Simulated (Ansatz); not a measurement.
**SiS2 (Ibam) under strain**

SiS2 (started from an entry of an open crystallographic database), relaxed with r2SCAN+rVV10 in the plane-wave code Ansatz. Space group Ibam (No. 72), orthorhombic; a = 5.487 Å, b = 9.636 Å, c = 5.523 Å in the conventional setting, 24.34 Å³ an atom. Si is surrounded by 4 S at 2.13 Å; S is surrounded by 2 Si at 2.13 Å.

The axes x, y and z are those of this cell:
```yaml
crystal:
  lattice:
    - [-2.74339, 4.81807, 2.76165]
    - [2.74339, -4.81807, 2.76165]
    - [2.74339, 4.81807, -2.76165]
  atoms:
    - { symbol: Si, position: [0.75000, 0.75000, 0.00000] }
    - { symbol: Si, position: [0.25000, 0.25000, 0.00000] }
    - { symbol: S, position: [0.11778, 0.21222, 0.32999] }
    - { symbol: S, position: [0.88222, 0.78778, 0.67001] }
    - { symbol: S, position: [0.61778, 0.28778, 0.90556] }
    - { symbol: S, position: [0.38222, 0.71222, 0.09444] }
```

Unstrained: The PBE gap is indirect, 2.727 eV (Γ–Σ₀ (0.82 of the way from Γ) to k = (0.411, 0.417, -0.417)), below the direct gap of 3.074 eV at X. With r2SCAN the valence top lies at Γ–Σ₀ (0.82 of the way from Γ) and the conduction bottom at k = (0.411, 0.417, -0.417), 3.117 eV higher; the smallest vertical gap, at X, is 3.486 eV. HSE06 gives an indirect gap of 3.830 eV, from Γ–Σ₀ (0.82 of the way from Γ) to k = (0.411, 0.417, -0.417); the least direct gap is 4.233 eV at X. Meshes: PBE 6×6×6, r2SCAN 6×6×6, HSE06 4×4×4. Strains are changes of length per length. After each strain the atoms were relaxed again with r2SCAN+rVV10 within the symmetry that the strain leaves, so tilts or polar shifts that break it weren't tested; points keep the names that they have in the unstrained zone. (Simulation; spin polarisation is off.)

Changes of the least gap in eV (an overlap counts as a negative gap):

| strain | volume change (%) | space group | PBE | r2SCAN | HSE06 |
| --- | --- | --- | --- | --- | --- |
| uniaxial -5.46 % along z | -5.5 | Ibam | -0.115 | -0.118 | -0.143 |
| isotropic +5.91 % on every length | +18.8 | Ibam | +0.267 | +0.272 | +0.298 |
| biaxial +4.03 % in x and y, z held | +8.2 | Ibam | +0.144 | +0.145 | +0.150 |

Uniaxial -5.46 % along z, other directions held. HSE06: the gap goes from 3.830 to 3.687 eV (-0.143 eV); the edges go from Γ–Σ₀ (0.82) → (0.411, 0.417, -0.417) to Γ–Σ₀ (0.87) → (0.401, 0.401, -0.401). Stress change with PBE, compression positive: xx +0.28, yy +0.60, zz +7.73 GPa.

Isotropic +5.91 % on every length. HSE06: the gap goes from 3.830 to 4.128 eV (+0.298 eV); the edges go from Γ–Σ₀ (0.82) → (0.411, 0.417, -0.417) to (0.260, -0.260, -0.271) → (3/8, 0.385, -0.385). Stress change with PBE, compression positive: xx -1.28, yy -1.33, zz -7.19 GPa.

Biaxial +4.03 % in x and y, z held. HSE06: the gap goes from 3.830 to 3.980 eV (+0.150 eV); the edges go from Γ–Σ₀ (0.82) → (0.411, 0.417, -0.417) to Γ–Σ₀ (0.82) → (0.385, 0.385, -0.385). Stress change with PBE, compression positive: xx -0.88, yy -0.86, zz -0.30 GPa.

Where an edge lies off the special points, it is a point of the mesh or the k point where a search put PBE's edge or least direct gap, reused for the other functionals, whose own edges may lie a little apart.

Coordinates of k points refer to the reciprocal vectors of the primitive cell of the runs.

The meshes of the hybrids are coarse, so their gaps aren't converged to the digits shown.
